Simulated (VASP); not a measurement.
# Rb (Cmcm) in VASP: single point with r2SCAN

Aim: the single point of Rb with r2SCAN.

Program: VASP 6.6.1. These are calculated values, not measurements. Logs are shortened: lines on timing, memory, paths and dates and some standing lists are left out, and cuts for length are marked.

**1. The crystal as given**

It takes space group Cmcm (No. 63, orthorhombic). Conventional cell: a = 5.076 Å, b = 8.889 Å, c = 8.448 Å, α = 90.00°, β = 90.00°, γ = 90.00°.

This isn't the form of Rb at room conditions, which is bcc.

**2. Single point, r2SCAN**

POSCAR reads:

```
Rb
1.0
    2.5381762600     -4.4447189800      0.0000000000
    2.5381762600      4.4447189800      0.0000000000
    0.0000000000      0.0000000000      8.4480028000
Rb
2
Direct
    0.8397112600      0.1602887400      0.7500000000
    0.1602887400      0.8397112600      0.2500000000
```

INCAR.step1 reads:

```
ALGO = Normal
EDIFF = 1E-4
ENCUT = 520
GGA = PE
ISMEAR = 0
LASPH = T
LCHARG = F
LREAL = F
LWAVE = T
NBANDS = 16
NELM = 100
PREC = Accurate
SIGMA = 0.1
```

INCAR.step2 reads:

```
ALGO = Normal
EDIFF = 1E-7
ENCUT = 520
ISIF = 2
ISMEAR = 0
ISTART = 1
LASPH = T
LCHARG = F
LMIXTAU = T
LREAL = F
LWAVE = F
METAGGA = R2SCAN
NBANDS = 16
NELM = 100
PREC = Accurate
SIGMA = 0.1
```

KPOINTS reads:

```
k-points
0
Gamma
  4 4 2
```

Potentials or basis: VASP PAW PBE potentials, release 64 (Rb_sv).

Run with:

```console
cat potpaw_PBE.64/Rb_sv/POTCAR > POTCAR
cp INCAR.step1 INCAR
mpirun -np 1 vasp_std > vasp.out
cp INCAR.step2 INCAR
mpirun -np 1 vasp_std > vasp.out
```

OUTCAR:

```text
EDIFF = 1E-7
   ENCUT = 520
   ISIF = 2
   ISMEAR = 0
   ISTART = 1
   LASPH = T
   LREAL = F
   METAGGA = R2SCAN
   NELM = 100
   PREC = Accurate

 ion  position               nearest neighbor table
   1  0.840  0.160  0.750-   2 5.10   2 5.10   2 5.18   2 5.18   2 5.18   2 5.18
   2  0.160  0.840  0.250-   1 5.10   1 5.10   1 5.18   1 5.18   1 5.18   1 5.18

  LATTYP: Found a base centered orthorhombic cell.
 ALAT       =     5.0763525200
 B/A-ratio  =     1.7511466993
 C/A-ratio  =     1.6641875769

  Lattice vectors:

 A1 = (   2.5381762600,  -4.4447189800,   0.0000000000)
 A2 = (   2.5381762600,   4.4447189800,   0.0000000000)
 A3 = (   0.0000000000,   0.0000000000,   8.4480028000)

Analysis of symmetry for initial positions (statically):
=====================================================================
 Subroutine PRICEL returns:
 Original cell was already a primitive cell.

 Routine SETGRP: Setting up the symmetry group for a
 base centered orthorhombic supercell.

 Subroutine GETGRP returns: Found  8 space group operations
 (whereof  4 operations were pure point group operations)
 out of a pool of  8 trial point group operations.

The static configuration has the point symmetry C_2h.
 The point group associated with its full space group is D_2h.

Analysis of symmetry for dynamics (positions and initial velocities):
=====================================================================
 Subroutine PRICEL returns:
 Original cell was already a primitive cell.

 Routine SETGRP: Setting up the symmetry group for a
 base centered orthorhombic supercell.

 Subroutine GETGRP returns: Found  8 space group operations
 (whereof  4 operations were pure point group operations)
 out of a pool of  8 trial point group operations.

The dynamic configuration has the point symmetry C_2h.
 The point group associated with its full space group is D_2h.

 Subroutine INISYM returns: Found  8 space group operations
 (whereof  4 operations are pure point group operations),
 and found     1 'primitive' translations

----------------------------------------------------------------------------------------

                                     Primitive cell

  volume of cell :     190.6120

  direct lattice vectors                    reciprocal lattice vectors
     2.538176260 -4.444718980  0.000000000     0.196991835 -0.112493051  0.000000000
     2.538176260  4.444718980  0.000000000     0.196991835  0.112493051  0.000000000
     0.000000000  0.000000000  8.448002800     0.000000000  0.000000000  0.118371173

  length of vectors
     5.118385052  5.118385052  8.448002800     0.226849002  0.226849002  0.118371173

  position of ions in fractional coordinates (direct lattice)
     0.839711260  0.160288740  0.750000000
     0.160288740  0.839711260  0.250000000

  ion indices of the primitive-cell ions
   primitive index   ion index
                 1           1
                 2           2

----------------------------------------------------------------------------------------

 KPOINTS: k-points

Automatic generation of k-mesh.
 Grid dimensions read from file:
 generate k-points for:    4    4    2

 Generating k-lattice:

  Cartesian coordinates                     Fractional coordinates (reciprocal lattice)
     0.049247959 -0.028123263  0.000000000     0.250000000  0.000000000  0.000000000
     0.049247959  0.028123263  0.000000000     0.000000000  0.250000000  0.000000000
     0.000000000  0.000000000  0.059185586     0.000000000  0.000000000  0.500000000

  Length of vectors
     0.056712251  0.056712251  0.059185586

  Shift w.r.t. Gamma in fractional coordinates (k-lattice)
     0.000000000  0.000000000  0.000000000

 Subroutine IBZKPT returns following result:
 ===========================================

 Found     14 irreducible k-points:

 Following reciprocal coordinates:
            Coordinates               Weight
  0.000000  0.000000  0.000000      1.000000
  0.250000 -0.000000  0.000000      4.000000
  0.500000 -0.000000  0.000000      2.000000
  0.250000  0.250000  0.000000      2.000000
  0.500000  0.250000  0.000000      4.000000
 -0.250000  0.250000  0.000000      2.000000
  0.500000  0.500000  0.000000      1.000000
  0.000000  0.000000  0.500000      1.000000
  0.250000 -0.000000  0.500000      4.000000
  0.500000 -0.000000  0.500000      2.000000
  0.250000  0.250000  0.500000      2.000000
  0.500000  0.250000  0.500000      4.000000
 -0.250000  0.250000  0.500000      2.000000
  0.500000  0.500000  0.500000      1.000000
   k-points           NKPTS =     14   k-points in BZ     NKDIM =     14   number of bands    NBANDS=     16
   number of dos      NEDOS =    301   number of ions     NIONS =      2
   total plane-waves  NPLWV = 102400
   dimension x,y,z NGX =    40 NGY =   40 NGZ =   64
   dimension x,y,z NGXF=    80 NGYF=   80 NGZF=  128
   ions per type =               2
   NGX,Y,Z   is equivalent  to a cutoff of  12.99, 12.99, 12.59 a.u.
   NGXF,Y,Z  is equivalent  to a cutoff of  25.98, 25.98, 25.19 a.u.
 SYSTEM =  unknown system
   PREC   = accura    normal or accurate (medium, high low for compatibility)
   ISTART =      1    job   : 0-new  1-cont  2-samecut
   ICHARG =      0    charge: 1-file 2-atom 10-const
   ISPIN  =      1    spin polarized calculation?
   LNONCOLLINEAR =      F non collinear calculations
   LSORBIT =      F    spin-orbit coupling
   LASPH  =      T    aspherical Exc in radial PAW
   ENCUT  =  520.0 eV  38.22 Ry    6.18 a.u.   9.52  9.52 15.71*2*pi/ulx,y,z
   NELM   =    100;   NELMIN=  2; NELMDL=  0     # of ELM steps
   EDIFF  = 0.1E-06   stopping-criterion for ELM
   LREAL  =      F    real-space projection
   EDIFFG = 0.1E-05   stopping-criterion for IOM
   NSW    =      0    number of steps for IOM
   IBRION =     -1    ionic relax: 0-MD 1-quasi-New 2-CG
   NFREE  =      0    steps in history (QN), initial steepest desc. (CG)
   ISIF   =      2    stress and relaxation
   ISYM   =      2    0-nonsym 1-usesym 2-fastsym
   POTIM  = 0.5000    time-step for ionic-motion
   TEBEG  =    0.0;   TEEND  =   0.0 temperature during run
   PSTRESS=    0.0 pullay stress
   NELECT =      18.0000    total number of electrons
   NUPDOWN=      -1.0000    fix difference up-down
   EMIN   =  10.00;   EMAX   =-10.00  energy-range for DOS
   EFERMI =   0.00;   METHOD = LEGACY
   ISMEAR =     0;   SIGMA  =   0.10  broadening in eV -4-tet -1-fermi 0-gaus
   EFERMI_NEDOS =   21; number of points for ismear=-14 and -15
   IALGO  =     38    algorithm
   IMIX   =      4    mixing-type and parameters
     AMIX     =   0.40;   BMIX     =  1.00
     AMIX_MAG =   1.60;   BMIX_MAG =  1.00
  volume/ion in A,a.u.               =      95.31       643.16
  Fermi-wavevector in a.u.,A,eV,Ry     =   0.745502  1.408795  7.561759  0.555774
  Thomas-Fermi vector in A             =   1.841104
   LORBIT       =      0    0 simple, 1 ext, 2 COOP (PROOUT), +10 PAW based schemes
   METAGGA = R2SCAN    functional components
   LHFCALC =     F    Hartree Fock is set to
   AEXX    =    0.0000 exact exchange contribution
   IVDW    =     0    specifies the selected vdW correction
   LEPSILON=     F    determine dielectric tensor
   LRPA    =     F    only Hartree local field effects (RPA)
 non-spin polarized calculation
 Gauss-broadening in eV      SIGMA  =   0.10
  energy-cutoff  :      520.00
  volume of cell :      190.61
 maximum number of plane-waves:      5203
 NGX is ok and might be reduce to    40
   NGX = 19   NGY = 19   NGZ = 31

 number of electron      18.0000000 magnetization

 Free energy of the ion-electron system (eV)
  ---------------------------------------------------
  ext. energy  EPLUGINS =         0.00000000
  ---------------------------------------------------
  free energy    TOTEN  =       -27.80973981 eV

  energy without entropy =      -27.78767027  energy(sigma->0) =      -27.79870504

 E-fermi :   0.1431     XC(G=0):  -5.6139

 val. band max:        0.1037571026   @ k =   0.5000  -0.0000   0.0000
 cond. band min:       0.1994666582   @ k =   0.5000   0.2500   0.5000
 fundamental gap:      0.0957095556
 Fermi energy:         0.1431137634

 k-point     1 :       0.0000    0.0000    0.0000
  band No.  band energies     occupation
      1     -30.1245      2.00000
      2     -30.1213      2.00000
      3     -13.6983      2.00000
      4     -13.6306      2.00000
      5     -13.6284      2.00000
      6     -13.6195      2.00000
[... 8 lines left out ...]
     15       4.2341      0.00000
     16       4.2394      0.00000

 k-point     2 :       0.2500   -0.0000    0.0000
  band No.  band energies     occupation
      1     -30.1229      2.00000
      2     -30.1205      2.00000
      3     -13.6833      2.00000
      4     -13.6628      2.00000
      5     -13.6526      2.00000
      6     -13.6399      2.00000
[... 8 lines left out ...]
     15       4.0937      0.00000
     16       4.1565      0.00000

 k-point     3 :       0.5000   -0.0000    0.0000
  band No.  band energies     occupation
      1     -30.1211      2.00000
      2     -30.1199      2.00000
      3     -13.6974      2.00000
      4     -13.6843      2.00000
      5     -13.6629      2.00000
      6     -13.6494      2.00000
[... 8 lines left out ...]
     15       3.7136      0.00000
     16       4.6792      0.00000

 k-point     4 :       0.2500    0.2500    0.0000
  band No.  band energies     occupation
      1     -30.1211      2.00000
      2     -30.1199      2.00000
      3     -13.6839      2.00000
      4     -13.6780      2.00000
      5     -13.6631      2.00000
      6     -13.6562      2.00000
[... 8 lines left out ...]
     15       2.7782      0.00000
     16       4.0084      0.00000
[... 134 lines left out ...]
 k-point    12 :       0.5000    0.2500    0.5000
  band No.  band energies     occupation
      1     -30.1206      2.00000
      2     -30.1206      2.00000
      3     -13.6875      2.00000
      4     -13.6875      2.00000
      5     -13.6565      2.00000
      6     -13.6565      2.00000
[... 8 lines left out ...]
     15       3.8592      0.00000
     16       3.8592      0.00000

 k-point    13 :      -0.2500    0.2500    0.5000
  band No.  band energies     occupation
      1     -30.1218      2.00000
      2     -30.1218      2.00000
      3     -13.6720      2.00000
      4     -13.6720      2.00000
      5     -13.6385      2.00000
      6     -13.6385      2.00000
[... 8 lines left out ...]
     15       4.1213      0.00000
     16       4.1213      0.00000

 k-point    14 :       0.5000    0.5000    0.5000
  band No.  band energies     occupation
      1     -30.1206      2.00000
      2     -30.1206      2.00000
      3     -13.6996      2.00000
      4     -13.6996      2.00000
      5     -13.6389      2.00000
      6     -13.6389      2.00000
[... 8 lines left out ...]
     15       4.1789      0.00000
     16       4.1789      0.00000

------------------------ aborting loop because EDIFF is reached ----------------------------------------

  FORCE on cell =-STRESS in cart. coord.  units (eV):
  Direction    XX          YY          ZZ          XY          YZ          ZX
  --------------------------------------------------------------------------------------
  -------------------------------------------------------------------------------------
  Total        0.1662674      0.2535354     -0.3501269      0.0000000      0.0000000      0.0000000
  in kB        1.3975506      2.1310764     -2.9429709      0.0000000      0.0000000      0.0000000
  external PRESSURE =       0.1952187 kB  Pullay stress =       0.0000000 kB

 VOLUME and BASIS-vectors are now :
 -----------------------------------------------------------------------------
  energy-cutoff  :      520.00
  volume of cell :      190.61
      direct lattice vectors                 reciprocal lattice vectors
     2.538176260 -4.444718980  0.000000000     0.196991835 -0.112493051  0.000000000
     2.538176260  4.444718980  0.000000000     0.196991835  0.112493051  0.000000000
     0.000000000  0.000000000  8.448002800     0.000000000  0.000000000  0.118371173

 POSITION                                       TOTAL-FORCE (eV/Angst)
 -----------------------------------------------------------------------------------
      2.53818     -3.01984      6.33600         0.000000      0.003773     -0.000000
      2.53818      3.01984      2.11200         0.000000     -0.003773      0.000000
 -----------------------------------------------------------------------------------
    total drift:                               -0.000000     -0.000000     -0.000000

  FREE ENERGIE OF THE ION-ELECTRON SYSTEM (eV)
  ---------------------------------------------------
  free  energy   TOTEN  =       -27.8097398120 eV

  energy  without entropy=      -27.7876702701  energy(sigma->0) =      -27.79870504
```

Run time: 3 min. Hardware: 1 thread of Intel Xeon Platinum 8375C at 2.90GHz (Ice Lake), shared host; peak memory 0.34 GiB.

What came out:

| Property | Result |
| --- | --- |
| Free energy | -27.8097 eV |
| Pressure | 0.0 GPa |
| Largest force | 0.004 eV/Å |
| Band gap on the k mesh | none (metal or under the smearing width) |

Forces in eV/Å, atoms in the order of the input:
```
Rb   0.000  0.004  0.000
Rb   0.000 -0.004  0.000
```

Stress tensor (GPa, compression positive):
```
 0.14  0.00  0.00
 0.00  0.21  0.00
 0.00  0.00 -0.29
```

Levels at points of the mesh, in eV from the Fermi level:
| k point | band 6 | band 7 | band 8 | band 9 | band 10 | band 11 | band 12 | band 13 |
| --- | --- | --- | --- | --- | --- | --- | --- | --- |
| (0.00, 0.00, 0.00) | -13.76 | -13.76 | -13.76 | -2.21 | 0.06 | 0.32 | 3.61 | 3.66 |
| (0.50, 0.00, 0.00) | -13.79 | -13.78 | -13.77 | -0.04 | 0.10 | 1.17 | 1.52 | 2.00 |
| (0.50, 0.50, 0.00) | -13.79 | -13.78 | -13.77 | -0.06 | 0.06 | 1.22 | 1.56 | 1.87 |
| (0.00, 0.00, 0.50) | -13.77 | -13.77 | -13.77 | -1.54 | -1.54 | 2.27 | 2.27 | 3.70 |
| (0.50, 0.00, 0.50) | -13.79 | -13.78 | -13.78 | 0.35 | 0.35 | 0.69 | 0.69 | 2.59 |
| (0.50, 0.50, 0.50) | -13.78 | -13.78 | -13.78 | 0.32 | 0.32 | 0.67 | 0.67 | 2.57 |

Caveat: the k mesh is coarse (spacing up to 0.37 Å⁻¹), so the values aren't converged; the PAW data sets were made with another functional, which shifts forces and pressure a little.
